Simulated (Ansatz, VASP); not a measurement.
Two plane-wave programs on GdO

Contents of INCAR:

```
PREC = Accurate
ENCUT = 520
EDIFF = 1E-6
ISMEAR = 0
SIGMA = 0.05
LREAL = False
LASPH = True
NELM = 120
ALGO = Normal
ISIF = 2
LWAVE = False
LCHARG = False
ISPIN = 2
MAGMOM = 7 -7 0 0
LORBIT = 11
LMAXMIX = 6
LDAU = True
LDAUTYPE = 2
LDAUL = 3 -1
LDAUU = 4 0
LDAUJ = 0 0
LDAUPRINT = 1
GGA = PS
```

File KPOINTS:

```
regular mesh
0
Gamma
  6 6 6
```

The input POSCAR:

```
GdO
1.0
    2.7000000000      2.7000000000      5.4000000000
    2.7000000000     -2.7000000000      0.0000000000
    2.7000000000      2.7000000000      0.0000000000
Gd O
2 2
Direct
    0.0000000000      0.0000000000      0.0000000000
    0.5000000000      0.5000000000      0.0000000000
    0.2500000000      0.0000000000      0.2500000000
    0.7500000000      0.5000000000      0.2500000000
```

input.yaml

```yaml
crystal:
  lattice:
    - [2.7, 2.7, 5.4]
    - [2.7, -2.7, 0.0]
    - [2.7, 2.7, 0.0]
  atoms:
    - { symbol: Gd, position: [0.0, 0.0, 0.0], spin: 7.0 }
    - { symbol: Gd, position: [0.5, 0.5, 0.0], spin: -7.0 }
    - { symbol: O, position: [0.25, 0.0, 0.25] }
    - { symbol: O, position: [0.75, 0.5, 0.25] }
hamiltonian:
  xc: pbesol
  pseudopotentials: { kind: paw }
  hubbard: { sites: [{ species: Gd, l: f, u_eff: 4.0 }] }
magnetization:
  spin_polarized: true
kpoints:
  mp_grid: { grid: [6, 6, 6] }
scf:
  occupations: { method: gaussian, width: 0.05 }
output:
  forces: true
  stress: true
  eigenvalues: true
```

The cell comes from a database or a generator and needn't be the stable form of this composition.

Alike in both runs: task single point; functional PBEsol; k mesh 6 × 6 × 6; occupations gaussian, width 0.05 eV; collinear spin, antiferromagnetic start; Hubbard terms Gd f U = 4 eV.

|  | VASP | Ansatz |
| --- | --- | --- |
| version | VASP 6.6.1 | Ansatz 0.2.0 |
| potentials or method | VASP PAW PBE potentials, release 64 (Gd, O) | Ansatz PAW |
| plane-wave cutoff (eV) | 520 | 420 |
| valence electrons in the cell | 48 | 48 |

|  | VASP | Ansatz | Ansatz less VASP |
| --- | --- | --- | --- |
| gap on the k mesh at the Fermi level (eV) | none | none | - |
| pressure (GPa) | -4.7 | -5.0 | -0.26 |
| largest component of the traceless stress (GPa) | 0.03 | 0.06 | +0.028 |
| net moment per atom (μB) | 0.00 | 0.00 | 0.000 |
| size of the moment on the site where the two differ most (μB) | 6.86 | 6.86 | +0.005 |

Site moments also hang on the region over which each program counts them. The programs project onto different local orbitals, so the same U acts differently. A gap of «none» marks a metal or a gap that the smearing closes.

Caveats: spin-orbit coupling is left out, which moves the levels of the heavy elements; the PAW data sets were made with another functional, which shifts forces and pressure a little (VASP); the magnetic or orbital state may not be the lowest (Ansatz); the pressure holds a Pulay correction of +0.3 GPa for the finite cutoff (Ansatz); the PAW data sets come from PBE, with cores solved anew for the run's functional, which leaves a small shift of forces and pressure (Ansatz). The state reached can hang on the start; a lower one may exist.
